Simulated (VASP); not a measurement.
# ZnO (P6_3mc) in VASP: settings compared

The runs below take ZnO through relaxation of cell and atoms, with PBE+D3(BJ), PBEsol.

All numbers are computed with VASP 6.6.1; they aren't measurements. Logs are shortened: lines on timing, memory, paths and dates and some standing lists are left out, and cuts for length are marked.

### Step 1. The crystal as given

The structure is hexagonal, space group P6_3mc (No. 186). The conventional cell has a = 3.262 Å, b = 3.262 Å, c = 5.265 Å, α = 90.00°, β = 90.00°, γ = 120.00°. Zn (site symmetry 3m) has 4 O at 1.99 to 2.00 Å as nearest neighbours. Around O (site symmetry 3m) lie 4 Zn at 1.99 to 2.00 Å.

### Step 2. Relaxation of cell and atoms, PBE+D3(BJ)

File INCAR:

```
SYSTEM = ZnO
PREC = Accurate
ENCUT = 600
EDIFF = 1E-7
ISMEAR = 0
SIGMA = 0.03
LREAL = .False.
LASPH = .True.
NELM = 80
ALGO = Normal
ISIF = 3
LWAVE = .False.
LCHARG = .False.
GGA = PE
IVDW = 12
IBRION = 2
NSW = 90
EDIFFG = -0.005
```

File KPOINTS:

```
Automatic mesh
0
Gamma
  9 9 5
  0 0 0
```

File POSCAR:

```
ZnO                                     
1.0
    3.2615822231      0.0000000000      0.0000000000
   -1.6307911116      2.8246130590      0.0000000000
    0.0000000000     -0.0000000000      5.2647269627
  Zn              O             
     2     2
Direct
     0.3333333300000021    0.6666666699999979    0.4998958709316226
     0.6666666699999979    0.3333333300000021    0.9998958709316227
     0.6666666699999979    0.3333333300000021    0.3791141290683783
     0.3333333300000021    0.6666666699999979    0.8791141290683783
```

Potentials or basis: VASP PAW PBE potentials, release 64 (Zn, O).

Launch:

```console
$ cat potpaw_PBE.64/Zn/POTCAR potpaw_PBE.64/O/POTCAR > POTCAR
$ mpirun -np 1 vasp_std > vasp.out
```

OUTCAR:

```text
SYSTEM = ZnO
   PREC = Accurate
   ENCUT = 600
   EDIFF = 1E-7
   ISMEAR = 0
   LREAL = .False.
   LASPH = .True.
   NELM = 80
   ISIF = 3
   GGA = PE
   IVDW = 12
   IBRION = 2
   NSW = 90
   EDIFFG = -0.005
 IVDW          = 12

 ion  position               nearest neighbor table
   1  0.333  0.667  0.500-   3 1.99   3 1.99   3 1.99   4 2.00
   2  0.667  0.333  1.000-   4 1.99   4 1.99   4 1.99   3 2.00
   3  0.667  0.333  0.379-   1 1.99   1 1.99   1 1.99   2 2.00
   4  0.333  0.667  0.879-   2 1.99   2 1.99   2 1.99   1 2.00

  LATTYP: Found a hexagonal cell.
 ALAT       =     3.2615822231
 C/A-ratio  =     1.6141634957

  Lattice vectors:

 A1 = (   3.2615822231,   0.0000000000,   0.0000000000)
 A2 = (  -1.6307911116,   2.8246130590,   0.0000000000)
 A3 = (   0.0000000000,   0.0000000000,   5.2647269627)

Analysis of symmetry for initial positions (statically):
=====================================================================
 Subroutine PRICEL returns:
 Original cell was already a primitive cell.

 Routine SETGRP: Setting up the symmetry group for a
 hexagonal supercell.

 Subroutine GETGRP returns: Found 12 space group operations
 (whereof  6 operations were pure point group operations)
 out of a pool of 24 trial point group operations.

The static configuration has the point symmetry C_3v.
 The point group associated with its full space group is C_6v.

Analysis of symmetry for dynamics (positions and initial velocities):
=====================================================================
 Subroutine PRICEL returns:
 Original cell was already a primitive cell.

 Routine SETGRP: Setting up the symmetry group for a
 hexagonal supercell.

 Subroutine GETGRP returns: Found 12 space group operations
 (whereof  6 operations were pure point group operations)
 out of a pool of 24 trial point group operations.

The dynamic configuration has the point symmetry C_3v.
 The point group associated with its full space group is C_6v.

 Subroutine INISYM returns: Found 12 space group operations
 (whereof  6 operations are pure point group operations),
 and found     1 'primitive' translations

----------------------------------------------------------------------------------------

                                     Primitive cell

  volume of cell :      48.5024

  direct lattice vectors                    reciprocal lattice vectors
     3.261582223  0.000000000  0.000000000     0.306599660  0.177015396  0.000000000
    -1.630791112  2.824613059  0.000000000     0.000000000  0.354030793  0.000000000
     0.000000000  0.000000000  5.264726963     0.000000000  0.000000000  0.189943374

  length of vectors
     3.261582223  3.261582221  5.264726963     0.354030792  0.354030793  0.189943374

  position of ions in fractional coordinates (direct lattice)
     0.333333330  0.666666670  0.499895871
     0.666666670  0.333333330  0.999895871
     0.666666670  0.333333330  0.379114129
     0.333333330  0.666666670  0.879114129

  ion indices of the primitive-cell ions
   primitive index   ion index
                 1           1
                 2           2
                 3           3
                 4           4

----------------------------------------------------------------------------------------

 KPOINTS: Automatic mesh

Automatic generation of k-mesh.
 Grid dimensions read from file:
 generate k-points for:    9    9    5

 Generating k-lattice:

  Cartesian coordinates                     Fractional coordinates (reciprocal lattice)
     0.034066629  0.019668377  0.000000000     0.111111111  0.000000000  0.000000000
     0.000000000  0.039336755  0.000000000     0.000000000  0.111111111  0.000000000
     0.000000000  0.000000000  0.037988675     0.000000000  0.000000000  0.200000000

  Length of vectors
     0.039336755  0.039336755  0.037988675

  Shift w.r.t. Gamma in fractional coordinates (k-lattice)
     0.000000000  0.000000000  0.000000000

 Subroutine IBZKPT returns following result:
 ===========================================

 Found     36 irreducible k-points:

 Following reciprocal coordinates:
            Coordinates               Weight
  0.000000  0.000000  0.000000      1.000000
  0.111111  0.000000  0.000000      6.000000
  0.222222  0.000000  0.000000      6.000000
  0.333333  0.000000  0.000000      6.000000
  0.444444  0.000000  0.000000      6.000000
  0.111111  0.111111  0.000000      6.000000
[... 16 lines left out ...]
  0.333333  0.222222  0.200000     24.000000
  0.333333  0.333333  0.200000      4.000000
 [... further k-points ...]
   k-points           NKPTS =     36   k-points in BZ     NKDIM =     36   number of bands    NBANDS=     22
   number of dos      NEDOS =    301   number of ions     NIONS =      4
   total plane-waves  NPLWV =  32928
   dimension x,y,z NGX =    28 NGY =   28 NGZ =   42
   dimension x,y,z NGXF=    56 NGYF=   56 NGZF=   84
   ions per type =               2   2
   NGX,Y,Z   is equivalent  to a cutoff of  14.27, 14.27, 13.26 a.u.
   NGXF,Y,Z  is equivalent  to a cutoff of  28.54, 28.54, 26.52 a.u.
 SYSTEM =  ZnO
   PREC   = accura    normal or accurate (medium, high low for compatibility)
   ISTART =      0    job   : 0-new  1-cont  2-samecut
   ICHARG =      2    charge: 1-file 2-atom 10-const
   ISPIN  =      1    spin polarized calculation?
   LNONCOLLINEAR =      F non collinear calculations
   LSORBIT =      F    spin-orbit coupling
   LASPH  =      T    aspherical Exc in radial PAW
   ENCUT  =  600.0 eV  44.10 Ry    6.64 a.u.   6.51  6.51 10.51*2*pi/ulx,y,z
   NELM   =     80;   NELMIN=  2; NELMDL= -5     # of ELM steps
   EDIFF  = 0.1E-06   stopping-criterion for ELM
   LREAL  =      F    real-space projection
   EDIFFG = -.5E-02   stopping-criterion for IOM
   NSW    =     90    number of steps for IOM
   IBRION =      2    ionic relax: 0-MD 1-quasi-New 2-CG
   NFREE  =      1    steps in history (QN), initial steepest desc. (CG)
   ISIF   =      3    stress and relaxation
   ISYM   =      2    0-nonsym 1-usesym 2-fastsym
   POTIM  = 0.5000    time-step for ionic-motion
   TEBEG  =    0.0;   TEEND  =   0.0 temperature during run
   PSTRESS=    0.0 pullay stress
   NELECT =      36.0000    total number of electrons
   NUPDOWN=      -1.0000    fix difference up-down
   EMIN   =  10.00;   EMAX   =-10.00  energy-range for DOS
   EFERMI =   0.00;   METHOD = LEGACY
   ISMEAR =     0;   SIGMA  =   0.03  broadening in eV -4-tet -1-fermi 0-gaus
   EFERMI_NEDOS =   21; number of points for ismear=-14 and -15
   IALGO  =     38    algorithm
   IMIX   =      4    mixing-type and parameters
     AMIX     =   0.40;   BMIX     =  1.00
     AMIX_MAG =   1.60;   BMIX_MAG =  1.00
  volume/ion in A,a.u.               =      12.13        81.83
  Fermi-wavevector in a.u.,A,eV,Ry     =   1.482249  2.801045 29.892861  2.197063
  Thomas-Fermi vector in A             =   2.596059
   LORBIT       =      0    0 simple, 1 ext, 2 COOP (PROOUT), +10 PAW based schemes
   GGA     = PE    functional components
   LHFCALC =     F    Hartree Fock is set to
   AEXX    =    0.0000 exact exchange contribution
   IVDW    =    12    specifies the selected vdW correction
   LEPSILON=     F    determine dielectric tensor
   LRPA    =     F    only Hartree local field effects (RPA)
 conjugate gradient relaxation of ions
 non-spin polarized calculation
 Gauss-broadening in eV      SIGMA  =   0.03
  energy-cutoff  :      600.00
  volume of cell :       48.50
 maximum number of plane-waves:      1653
 NGX is ok and might be reduce to    28
   NGX = 13   NGY = 13   NGZ = 21

--------------------------------------- Ionic step        1  -------------------------------------------

 number of electron      36.0000014 magnetization

 Free energy of the ion-electron system (eV)
  ---------------------------------------------------
  ext. energy  EPLUGINS =         0.00000000
  ---------------------------------------------------
  free energy    TOTEN  =       -17.85388932 eV

  energy without entropy =      -17.85388932  energy(sigma->0) =      -17.85388932

------------------------ aborting loop because EDIFF is reached ----------------------------------------

 Edisp (eV)   -0.87986

 E8    (eV) :    -0.3320

  FORCE on cell =-STRESS in cart. coord.  units (eV):
  Direction    XX          YY          ZZ          XY          YZ          ZX
  --------------------------------------------------------------------------------------
  -------------------------------------------------------------------------------------
  Total       0.01854     0.01854    -0.00193    -0.00000    -0.00000     0.00000
  in kB       0.61243     0.61243    -0.06381    -0.00000    -0.00000     0.00000
  external pressure =        0.39 kB  Pullay stress =        0.00 kB
[... 65 lines left out ...]
  energy  without entropy=      -18.7337546916  energy(sigma->0) =      -18.73375469

--------------------------------------- Ionic step        3  -------------------------------------------

 number of electron      36.0000014 magnetization

 Free energy of the ion-electron system (eV)
  ---------------------------------------------------
  ext. energy  EPLUGINS =         0.00000000
  ---------------------------------------------------
  free energy    TOTEN  =       -17.85412965 eV

  energy without entropy =      -17.85412965  energy(sigma->0) =      -17.85412965

 E-fermi :   1.1900     XC(G=0): -10.8101

 val. band max:        1.0351630826   @ k =   0.0000   0.0000   0.0000
 cond. band min:       1.7876663802   @ k =   0.0000   0.0000   0.0000
 fundamental gap:      0.7525032976
 Fermi energy:         1.1900384629

 k-point     1 :       0.0000    0.0000    0.0000
  band No.  band energies     occupation
      1     -16.9081      2.00000
      2     -16.2173      2.00000
      3      -4.5742      2.00000
      4      -4.5742      2.00000
      5      -4.5322      2.00000
      6      -4.4670      2.00000
[... 574 lines left out ...]
      6      -4.0101      2.00000
[... 14 lines left out ...]
     21       8.7760      0.00000
     22       9.1277      0.00000

 [... further k-points ...]

------------------------ aborting loop because EDIFF is reached ----------------------------------------

 Edisp (eV)   -0.87963

 E8    (eV) :    -0.3320

  FORCE on cell =-STRESS in cart. coord.  units (eV):
  Direction    XX          YY          ZZ          XY          YZ          ZX
  --------------------------------------------------------------------------------------
  -------------------------------------------------------------------------------------
  Total      -0.01270    -0.01270    -0.01071     0.00000    -0.00000     0.00000
  in kB      -0.41939    -0.41939    -0.35382     0.00000    -0.00000     0.00000
  external pressure =       -0.40 kB  Pullay stress =        0.00 kB
[... 19 lines left out ...]
  FREE ENERGIE OF THE ION-ELECTRON SYSTEM (eV)
  ---------------------------------------------------
  free  energy   TOTEN  =       -18.7337559906 eV

  energy  without entropy=      -18.7337559906  energy(sigma->0) =      -18.73375599

 reached required accuracy - stopping structural energy minimisation
```

Run time: 47 s. Hardware: 1 thread of Intel Xeon 6975P-C (Granite Rapids), shared host; peak memory 0.21 GiB.

What came out:

| Quantity | Value |
| --- | --- |
| Free energy | -18.7338 eV |
| Relaxed volume | 12.13 Å³/atom |
| Relaxed cell | a = 3.262 Å, b = 3.262 Å, c = 5.265 Å, α = 90.00°, β = 90.00°, γ = 120.00° |
| Space group after relaxing (to 0.05 Å) | P6_3mc (No. 186) |
| Energy gained by relaxing | 0.0 meV/atom |
| Ionic steps | 3 |
| Pressure after relaxing | 0.0 GPa |
| Largest force after relaxing | 0.004 eV/Å |
| Band gap on the k mesh | 0.75 eV, direct |
| Dispersion energy per atom | -0.220 eV |

Forces on the atoms (eV/Å):
```
Zn   0.000  0.000  0.004
Zn   0.000  0.000  0.004
O    0.000  0.000 -0.004
O    0.000  0.000 -0.004
```

Final structure:
```
Zn O
1.0
     3.26203    0.00000    0.00000
    -1.63102    2.82500    0.00000
     0.00000    0.00000    5.26465
Zn O
2 2
Direct
  0.33333 0.66667 0.49994
  0.66667 0.33333 0.99994
  0.66667 0.33333 0.37907
  0.33333 0.66667 0.87907
```

Levels at points of the mesh, in eV from the valence-band top:
```tsv
k point	band 14	band 15	band 16	band 17	band 18	band 19	band 20	band 21	band 22
(0.00, 0.00, 0.00)	-0.77	-0.77	-0.08	0.00	0.00	0.75	5.15	8.13	12.81
```

### Step 3. Relaxation of cell and atoms, PBEsol

This run uses another cell than the first one, of 11.90 Å³/atom, 0.981 times its volume.

File INCAR:

```
SYSTEM = ZnO
PREC = Accurate
ENCUT = 600
EDIFF = 1E-6
ISMEAR = 0
SIGMA = 0.03
LREAL = .FALSE.
LASPH = .TRUE.
NELM = 80
ALGO = Normal
ISIF = 3
LWAVE = .FALSE.
LCHARG = .FALSE.
GGA = PS
IBRION = 2
NSW = 90
EDIFFG = -0.01
```

File KPOINTS:

```
Automatic mesh
0
G
  9 9 5
  0 0 0
```

File POSCAR:

```
ZnO
1.0
    3.2493080000      0.0000000000      0.0000000000
   -1.6246540000      2.8139832700      0.0000000000
    0.0000000000      0.0000000000      5.2057090000
Zn O
2 2
Direct
    0.3333333300      0.6666666700      0.5000000000
    0.6666666700      0.3333333300      0.0000000000
    0.6666666700      0.3333333300      0.3790100000
    0.3333333300      0.6666666700      0.8790100000
```

Potentials or basis: VASP PAW PBE potentials, release 64 (Zn, O).

Launch:

```console
$ cat potpaw_PBE.64/Zn/POTCAR potpaw_PBE.64/O/POTCAR > POTCAR
$ mpirun -np 1 vasp_std > vasp.out
```

Wall time 4.5 min (1 thread of Intel Xeon Platinum 8375C at 2.90GHz (Ice Lake), shared host); peak memory 0.2 GiB.

Results (log left out):

```
Free energy                            : -19.4156 eV
Relaxed volume                         : 11.84 Å³/atom
Relaxed cell                           : a = 3.236 Å, b = 3.236 Å, c = 5.222 Å, α = 90.00°, β = 90.00°, γ = 120.00°
Space group after relaxing (to 0.05 Å) : P6_3mc (No. 186)
Energy gained by relaxing              : 0.4 meV/atom
Ionic steps                            : 8
Pressure after relaxing                : 0.0 GPa
Band gap on the k mesh                 : 0.68 eV, direct
```

The path:
```
step  energy change (eV)  largest force (eV/Å)  pressure (GPa)  volume (Å³)
   1              0.0000                0.0651           -0.66        47.60
   2             -0.0014                0.0326            0.43        47.26
   3             -0.0016                0.0060            0.06        47.35
   4             -0.0016                0.0081            0.18        47.34
   5             -0.0017                0.0182           -0.09        47.40
   6             -0.0017                0.0143           -0.05        47.38
   7             -0.0017                0.0104            0.00        47.37
   8             -0.0017                0.0004            0.04        47.36
```

Final structure:
```
Zn O
1.0
     3.23614    0.00000    0.00000
    -1.61807    2.80258    0.00000
     0.00000    0.00000    5.22172
Zn O
2 2
Cartesian
  0.0000 1.8684 2.6108
  1.6181 0.9342 5.2216
  1.6181 0.9342 1.9792
  0.0000 1.8684 4.5900
```

Levels at points of the mesh, in eV from the valence-band top:
| k point | band 16 | band 17 | band 18 | band 19 | band 20 | band 21 |
| --- | --- | --- | --- | --- | --- | --- |
| (0.00, 0.00, 0.00) | -0.09 | 0.00 | 0.00 | 0.68 | 5.14 | 8.09 |

Caveat: the PAW data sets were made with another functional, which shifts forces and pressure a little.

### Step 4. Relaxation of cell and atoms, PBEsol

This run uses another cell than the first one, of 11.84 Å³/atom, 0.976 times its volume.

Edit INCAR of step 3 so:

```diff
@@ -3,3 +3,3 @@
 ENCUT = 600
-EDIFF = 1E-6
+EDIFF = 1E-7
 ISMEAR = 0
@@ -16,2 +16,2 @@
 NSW = 90
-EDIFFG = -0.01
+EDIFFG = -0.005
```

KPOINTS is that of step 3.

File POSCAR:

```
ZnO                                     
1.0
    3.2361380551      0.0000000000      0.0000000000
   -1.6180690275      2.8025777632     -0.0000000000
    0.0000000000      0.0000000000      5.2217173326
  Zn              O             
     2     2
Direct
     0.3333333300000021    0.6666666699999979    0.4999792735053055
     0.6666666699999979    0.3333333300000021    0.9999792735053056
     0.6666666699999979    0.3333333300000021    0.3790307264946954
     0.3333333300000021    0.6666666699999979    0.8790307264946954
```

Launch:

```console
$ cat potpaw_PBE.64/Zn/POTCAR potpaw_PBE.64/O/POTCAR > POTCAR
$ mpirun -np 1 vasp_std > vasp.out
```

Wall time 1.9 min (1 thread of Intel Xeon Platinum 8375C at 2.90GHz (Ice Lake), shared host); peak memory 0.2 GiB.

The run converged. Its results:

- Free energy: -19.4152 eV
- Relaxed volume: 11.85 Å³/atom
- Relaxed cell: a = 3.237 Å, b = 3.237 Å, c = 5.224 Å, α = 90.00°, β = 90.00°, γ = 120.00°
- Space group after relaxing (to 0.05 Å): P6_3mc (No. 186)
- Energy gained by relaxing: 0.0 meV/atom
- Ionic steps: 2
- Pressure after relaxing: -0.1 GPa
- Band gap on the k mesh: 0.68 eV, direct

Forces in eV/Å, atoms in the order of the input:
```
Zn   0.000  0.000  0.002
Zn   0.000  0.000  0.002
O    0.000  0.000 -0.002
O    0.000  0.000 -0.002
```

Final structure:
```
Zn O
1.0
     3.23676    0.00000    0.00000
    -1.61838    2.80312    0.00000
     0.00000    0.00000    5.22386
Zn O
2 2
Cartesian
  0.0000 1.8687 2.6118
  1.6184 0.9344 5.2238
  1.6184 0.9344 1.9800
  0.0000 1.8687 4.5919
```

Levels at points of the mesh, in eV from the valence-band top:
```tsv
k point	band 14	band 15	band 16	band 17	band 18	band 19	band 20	band 21	band 22
(0.00, 0.00, 0.00)	-0.81	-0.81	-0.09	0.00	0.00	0.68	5.13	8.08	12.80
```

Caveat: the PAW data sets were made with another functional, which shifts forces and pressure a little. PBEsol gaps usually lie below the measured ones, often by a third to a half.
